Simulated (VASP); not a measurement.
# SnSe2 (P-3m1) in VASP: notebook

The runs below take SnSe2 through relaxation of cell and atoms, with PBEsol, optB86b-vdW, LDA.

Program: VASP 6.6.1. These are calculated values, not measurements. Logs are shortened: lines on timing, memory, paths and dates and some standing lists are left out, and cuts for length are marked.

## Step 1: Starting point

It takes space group P-3m1 (No. 164, trigonal). The conventional cell has a = 3.822 Å, b = 3.822 Å, c = 6.148 Å, α = 90.00°, β = 90.00°, γ = 120.00°. Around Sn (site symmetry -3m) lie 6 Se at 2.72 Å. Around Se (site symmetry 3m) lie 3 Sn at 2.72 Å.

## Step 2: Relaxation of cell and atoms, PBEsol

INCAR reads:

```
PREC = Accurate
ENCUT = 600
EDIFF = 1E-7
ISMEAR = 0
SIGMA = 0.03
LREAL = F
LASPH = T
NELM = 80
ALGO = Normal
ISIF = 3
LWAVE = F
LCHARG = F
GGA = PS
IBRION = 2
NSW = 90
EDIFFG = -0.005
```

KPOINTS reads:

```
Automatic mesh
0
Gamma
  9 9 5
```

POSCAR reads:

```
SnSe2                                   
1.0
    3.8222300802      0.0000000000     -0.0000000000
   -1.9111150401      3.3101483485      0.0000000000
   -0.0000000000      0.0000000000      6.1477096473
  Sn              Se            
     1     2
Direct
     0.0000000000000000    0.0000000000000000    0.0000000000000000
     0.3333333332999970    0.6666666667000030    0.2581409138478890
     0.6666666667000030    0.3333333332999970    0.7418590861521106
```

Potentials or basis: VASP PAW PBE potentials, release 64 (Sn_d, Se).

The run is started by

```bash
$ cat potpaw_PBE.64/Sn_d/POTCAR potpaw_PBE.64/Se/POTCAR > POTCAR
$ mpirun -np 1 vasp_std > vasp.out
```

OUTCAR:

```text
PREC = Accurate
   ENCUT = 600
   EDIFF = 1E-7
   ISMEAR = 0
   LREAL = F
   LASPH = T
   NELM = 80
   ISIF = 3
   GGA = PS
   IBRION = 2
   NSW = 90
   EDIFFG = -0.005

 ion  position               nearest neighbor table
   1  0.000  0.000  0.000-   2 2.72   3 2.72   2 2.72   3 2.72   3 2.72   2 2.72
   2  0.333  0.667  0.258-   1 2.72   1 2.72   1 2.72
   3  0.667  0.333  0.742-   1 2.72   1 2.72   1 2.72

  LATTYP: Found a hexagonal cell.
 ALAT       =     3.8222300802
 C/A-ratio  =     1.6084091010

  Lattice vectors:

 A1 = (   3.8222300802,   0.0000000000,   0.0000000000)
 A2 = (  -1.9111150401,   3.3101483485,   0.0000000000)
 A3 = (   0.0000000000,   0.0000000000,   6.1477096473)

Analysis of symmetry for initial positions (statically):
=====================================================================
 Subroutine PRICEL returns:
 Original cell was already a primitive cell.

 Routine SETGRP: Setting up the symmetry group for a
 hexagonal supercell.

 Subroutine GETGRP returns: Found 12 space group operations
 (whereof 12 operations were pure point group operations)
 out of a pool of 24 trial point group operations.

The static configuration has the point symmetry D_3d.

Analysis of symmetry for dynamics (positions and initial velocities):
=====================================================================
 Subroutine PRICEL returns:
 Original cell was already a primitive cell.

 Routine SETGRP: Setting up the symmetry group for a
 hexagonal supercell.

 Subroutine GETGRP returns: Found 12 space group operations
 (whereof 12 operations were pure point group operations)
 out of a pool of 24 trial point group operations.

The dynamic configuration has the point symmetry D_3d.

 Subroutine INISYM returns: Found 12 space group operations
 (whereof 12 operations are pure point group operations),
 and found     1 'primitive' translations

----------------------------------------------------------------------------------------

                                     Primitive cell

  volume of cell :      77.7817

  direct lattice vectors                    reciprocal lattice vectors
     3.822230080  0.000000000  0.000000000     0.261627369  0.151050632  0.000000000
    -1.911115040  3.310148348  0.000000000     0.000000000  0.302101264  0.000000000
     0.000000000  0.000000000  6.147709647     0.000000000  0.000000000  0.162662204

  length of vectors
     3.822230080  3.822230080  6.147709647     0.302101264  0.302101264  0.162662204

  position of ions in fractional coordinates (direct lattice)
     0.000000000  0.000000000  0.000000000
     0.333333333  0.666666667  0.258140914
     0.666666667  0.333333333  0.741859086

  ion indices of the primitive-cell ions
   primitive index   ion index
                 1           1
                 2           2
                 3           3

----------------------------------------------------------------------------------------

 KPOINTS: Automatic mesh

Automatic generation of k-mesh.
 Grid dimensions read from file:
 generate k-points for:    9    9    5

 Generating k-lattice:

  Cartesian coordinates                     Fractional coordinates (reciprocal lattice)
     0.029069708  0.016783404  0.000000000     0.111111111 -0.000000000  0.000000000
     0.000000000  0.033566807  0.000000000     0.000000000  0.111111111  0.000000000
     0.000000000  0.000000000  0.032532441     0.000000000  0.000000000  0.200000000

  Length of vectors
     0.033566807  0.033566807  0.032532441

  Shift w.r.t. Gamma in fractional coordinates (k-lattice)
     0.000000000  0.000000000  0.000000000

 Subroutine IBZKPT returns following result:
 ===========================================

 Found     50 irreducible k-points:

 Following reciprocal coordinates:
            Coordinates               Weight
  0.000000  0.000000  0.000000      1.000000
  0.111111 -0.000000  0.000000      6.000000
  0.222222 -0.000000  0.000000      6.000000
  0.333333  0.000000  0.000000      6.000000
  0.444444 -0.000000  0.000000      6.000000
  0.111111  0.111111  0.000000      6.000000
[... 16 lines left out ...]
  0.222222  0.111111  0.200000     12.000000
 -0.111111  0.333333  0.200000     12.000000
 [... further k-points ...]
   k-points           NKPTS =     50   k-points in BZ     NKDIM =     50   number of bands    NBANDS=     17
   number of dos      NEDOS =    301   number of ions     NIONS =      3
   total plane-waves  NPLWV =  51200
   dimension x,y,z NGX =    32 NGY =   32 NGZ =   50
   dimension x,y,z NGXF=    64 NGYF=   64 NGZF=  100
   ions per type =               1   2
   NGX,Y,Z   is equivalent  to a cutoff of  13.92, 13.92, 13.52 a.u.
   NGXF,Y,Z  is equivalent  to a cutoff of  27.84, 27.84, 27.04 a.u.
 SYSTEM =  unknown system
   PREC   = accura    normal or accurate (medium, high low for compatibility)
   ISTART =      0    job   : 0-new  1-cont  2-samecut
   ICHARG =      2    charge: 1-file 2-atom 10-const
   ISPIN  =      1    spin polarized calculation?
   LNONCOLLINEAR =      F non collinear calculations
   LSORBIT =      F    spin-orbit coupling
   LASPH  =      T    aspherical Exc in radial PAW
   ENCUT  =  600.0 eV  44.10 Ry    6.64 a.u.   7.63  7.63 12.28*2*pi/ulx,y,z
   NELM   =     80;   NELMIN=  2; NELMDL= -5     # of ELM steps
   EDIFF  = 0.1E-06   stopping-criterion for ELM
   LREAL  =      F    real-space projection
   EDIFFG = -.5E-02   stopping-criterion for IOM
   NSW    =     90    number of steps for IOM
   IBRION =      2    ionic relax: 0-MD 1-quasi-New 2-CG
   NFREE  =      1    steps in history (QN), initial steepest desc. (CG)
   ISIF   =      3    stress and relaxation
   ISYM   =      2    0-nonsym 1-usesym 2-fastsym
   POTIM  = 0.5000    time-step for ionic-motion
   TEBEG  =    0.0;   TEEND  =   0.0 temperature during run
   PSTRESS=    0.0 pullay stress
   NELECT =      26.0000    total number of electrons
   NUPDOWN=      -1.0000    fix difference up-down
   EMIN   =  10.00;   EMAX   =-10.00  energy-range for DOS
   EFERMI =   0.00;   METHOD = LEGACY
   ISMEAR =     0;   SIGMA  =   0.03  broadening in eV -4-tet -1-fermi 0-gaus
   EFERMI_NEDOS =   21; number of points for ismear=-14 and -15
   IALGO  =     38    algorithm
   IMIX   =      4    mixing-type and parameters
     AMIX     =   0.40;   BMIX     =  1.00
     AMIX_MAG =   1.60;   BMIX_MAG =  1.00
  volume/ion in A,a.u.               =      25.93       174.97
  Fermi-wavevector in a.u.,A,eV,Ry     =   1.136162  2.147034 17.563257  1.290863
  Thomas-Fermi vector in A             =   2.272867
   LORBIT       =      0    0 simple, 1 ext, 2 COOP (PROOUT), +10 PAW based schemes
   GGA     = PS    functional components
   LHFCALC =     F    Hartree Fock is set to
   AEXX    =    0.0000 exact exchange contribution
   IVDW    =     0    specifies the selected vdW correction
   LEPSILON=     F    determine dielectric tensor
   LRPA    =     F    only Hartree local field effects (RPA)
 conjugate gradient relaxation of ions
 non-spin polarized calculation
 Gauss-broadening in eV      SIGMA  =   0.03
  energy-cutoff  :      600.00
  volume of cell :       77.78
 maximum number of plane-waves:      2629
 NGX is ok and might be reduce to    32
   NGX = 15   NGY = 15   NGZ = 25

--------------------------------------- Ionic step        1  -------------------------------------------

 number of electron      25.9999998 magnetization

 Free energy of the ion-electron system (eV)
  ---------------------------------------------------
  ext. energy  EPLUGINS =         0.00000000
  ---------------------------------------------------
  free energy    TOTEN  =       -12.98324154 eV

  energy without entropy =      -12.98324154  energy(sigma->0) =      -12.98324154

------------------------ aborting loop because EDIFF is reached ----------------------------------------

  FORCE on cell =-STRESS in cart. coord.  units (eV):
  Direction    XX          YY          ZZ          XY          YZ          ZX
  --------------------------------------------------------------------------------------
  -------------------------------------------------------------------------------------
  Total       -0.0269149     -0.0269149      0.0027547     -0.0000000     -0.0000000      0.0000000
  in kB       -0.5544024     -0.5544024      0.0567425     -0.0000000     -0.0000000      0.0000000
  external PRESSURE =      -0.3506874 kB  Pullay stress =       0.0000000 kB
[... 133 lines left out ...]
  energy  without entropy=      -12.9832516271  energy(sigma->0) =      -12.98325163

--------------------------------------- Ionic step        5  -------------------------------------------

 number of electron      25.9999998 magnetization

 Free energy of the ion-electron system (eV)
  ---------------------------------------------------
  ext. energy  EPLUGINS =         0.00000000
  ---------------------------------------------------
  free energy    TOTEN  =       -12.98325483 eV

  energy without entropy =      -12.98325483  energy(sigma->0) =      -12.98325483

 E-fermi :   4.1628     XC(G=0):  -9.6525

 val. band max:        4.0264991405   @ k =   0.1111   0.1111   0.0000
 cond. band min:       4.5457248335   @ k =   0.0000   0.4444   0.4000
 fundamental gap:      0.5192256930
 Fermi energy:         4.1627903228

 k-point     1 :       0.0000    0.0000    0.0000
  band No.  band energies     occupation
      1     -17.1372      2.00000
      2     -17.1372      2.00000
      3     -17.1000      2.00000
      4     -17.0877      2.00000
      5     -17.0877      2.00000
      6      -9.8299      2.00000
[... 9 lines left out ...]
     16       8.6055      0.00000
     17       8.6055      0.00000
[... 443 lines left out ...]
      1     -17.1646      2.00000
      2     -17.1227      2.00000
      3     -17.1011      2.00000
      4     -17.0862      2.00000
      5     -17.0741      2.00000
      6      -8.9855      2.00000
[... 9 lines left out ...]
     16       9.0326      0.00000
     17      10.3179      0.00000

 [... further k-points ...]

------------------------ aborting loop because EDIFF is reached ----------------------------------------

  FORCE on cell =-STRESS in cart. coord.  units (eV):
  Direction    XX          YY          ZZ          XY          YZ          ZX
  --------------------------------------------------------------------------------------
  -------------------------------------------------------------------------------------
  Total       -0.0003458     -0.0003458      0.0011409     -0.0000000      0.0000000      0.0000000
  in kB       -0.0071265     -0.0071265      0.0235160     -0.0000000      0.0000000      0.0000000
  external PRESSURE =       0.0030877 kB  Pullay stress =       0.0000000 kB
[... 18 lines left out ...]
  FREE ENERGIE OF THE ION-ELECTRON SYSTEM (eV)
  ---------------------------------------------------
  free  energy   TOTEN  =       -12.9832548284 eV

  energy  without entropy=      -12.9832548284  energy(sigma->0) =      -12.98325483

 reached required accuracy - stopping structural energy minimisation
```

Run time: 68 s. Hardware: 1 thread of Intel Xeon 6975P-C (Granite Rapids), shared host; peak memory 0.28 GiB.

What came out:

```
Free energy                            : -12.9833 eV
Relaxed volume                         : 25.91 Å³/atom
Relaxed cell                           : a = 3.820 Å, b = 3.820 Å, c = 6.150 Å, α = 90.00°, β = 90.00°, γ = 120.00°
Space group after relaxing (to 0.05 Å) : P-3m1 (No. 164)
Energy gained by relaxing              : 0.0 meV/atom
Ionic steps                            : 5
Pressure after relaxing                : 0.0 GPa
Band gap on the k mesh                 : 0.52 eV, indirect (least direct gap 0.97 eV)
```

Final structure:
```
Sn Se
1.0
     3.82039    0.00000    0.00000
    -1.91019    3.30855    0.00000
     0.00000    0.00000    6.14982
Sn Se
1 2
Cartesian
  0.0000 0.0000 6.1498
  0.0000 2.2057 1.5877
  1.9102 1.1029 4.5621
```

Levels at points of the mesh, in eV from the valence-band top:
| k point | band 9 | band 10 | band 11 | band 12 | band 13 | band 14 | band 15 | band 16 | band 17 |
| --- | --- | --- | --- | --- | --- | --- | --- | --- | --- |
| (0.00, 0.00, 0.00) | -0.58 | -0.58 | -0.34 | -0.34 | -0.11 | 0.85 | 2.96 | 4.58 | 4.58 |

Caveat: the PAW data sets were made with another functional, which shifts forces and pressure a little; spin-orbit coupling is left out, which moves the levels of the heavy elements; an odd mesh through Γ misses points on the zone boundary, where band edges often lie; this functional lacks dispersion, which binds the layers, so the pressure and a relaxed spacing across them are unreliable.

[end of part 1 of 3]
